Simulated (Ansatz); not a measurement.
**Mechanical response of YN (Fm-3m)**

```
CELL_PARAMETERS angstrom
0.00000 2.42798 2.42798
2.42798 0.00000 2.42798
2.42798 2.42798 0.00000
ATOMIC_POSITIONS crystal
Y 0.00000 0.00000 0.00000
N 0.50000 0.50000 0.50000
```

Conventional cell: a = 4.856 Å, b = 4.856 Å, c = 4.856 Å, α = 90.00°, β = 90.00°, γ = 90.00°. Y (atom 1) has 6 N at 2.43 Å as nearest neighbours. Around N (atom 2) lie 6 Y at 2.43 Å.

Unless marked otherwise, the numbers come from PBEsol, all-electron LAPW in Ansatz 0.2.0, scalar-relativistic. k mesh 16×16×16, Fermi-Dirac smearing of 0.100 eV, basis error target 1 meV/atom. The cell was relaxed by PAW under this functional.

The cell is cubic and carries a residual pressure of 0.03 GPa at this level. Each strain component that symmetry leaves independent is applied at ±0.005, the ions relax wherever a strain frees them, and the stress (tension positive, GPa) is read. Shears are engineering strains, γ = 2ε.

| strain | size | σxx | σyy | σzz | σyz | σxz | σxy |
| --- | --- | --- | --- | --- | --- | --- | --- |
| xx | -0.005 | -1.8185 | -0.4468 | -0.4468 | 0.0000 | 0.0000 | 0.0000 |
| xx | +0.005 | 1.6564 | 0.3828 | 0.3828 | 0.0000 | 0.0000 | 0.0000 |
| yz | -0.005 | -0.0255 | -0.0292 | -0.0292 | -0.6292 | 0.0000 | 0.0000 |
| yz | +0.005 | -0.0255 | -0.0292 | -0.0292 | 0.6292 | 0.0000 | 0.0000 |

A central difference gives one constant, for example C11 ≈ (1.6564 − (-1.8185))/(0.01) = 347.5 GPa; the program then imposes the crystal's symmetry on the whole matrix.

Task: What are the independent elastic constants?

Result: C11 = 347.5, C12 = 83.0, C44 = 125.8 GPa.

Task: Do they meet the Born conditions?

Result: C11 − C12 = 264.5, C11 + 2C12 = 513.4 and C44 = 125.8 GPa must all be positive, so the crystal is elastically stable; that says nothing yet of its phonons.

Task: What moduli does a random aggregate of grains have?

Result: B = (C11 + 2C12)/3 = 171.1 GPa. G_V = (C11 − C12 + 3C44)/5 = 128.4 and G_R = 5(C11 − C12)C44/(4C44 + 3(C11 − C12)) = 128.3, so G_H = 128.4 GPa. Then E = 9BG/(3B + G) = 308.1 GPa, ν = (3B − 2G)/(6B + 2G) = 0.200 and B/G = 1.33, on the brittle side of Pugh's 1.75 (a rule of thumb).

Task: With the density of 5.970 g/cm³, how fast does sound travel, and what Debye temperature follows?

Result: 

```json
{"direction": "[100]", "slow (m/s)": "4591", "middle (m/s)": "4591", "fast (m/s)": "7629"}
{"direction": "[110]", "slow (m/s)": "4591", "middle (m/s)": "4707", "fast (m/s)": "7559"}
{"direction": "[111]", "slow (m/s)": "4669", "middle (m/s)": "4669", "fast (m/s)": "7535"}
```

The mean of v⁻³ over directions and branches gives v_m = 5119 m/s and θ_D = (ħ/k_B) v_m (6π²n)^(1/3) = 628 K, n being atoms per volume. Young's modulus spans 303 to 316 GPa over directions, and the universal anisotropy index is 0.00.

Task: How far do the constants move if PAW replaces LAPW in the same cell?

Result: 

```tsv
constant	LAPW (GPa)	PAW (GPa)	difference
C11	347.5	347.6	0.1
C12	83.0	83.1	0.1
C44	125.8	125.8	0.0
```

Task: How do the constants change if the ions are clamped to the homogeneous strain?

Result: None moves by more than 0.3 GPa: by symmetry a homogeneous strain puts no force on these sites.

Keep in mind: the gap is so small that the run used smearing, and responses move with mesh and smearing; the frozen-core PAW files of the compared runs were fitted under PBE, their cores solved anew for this functional.
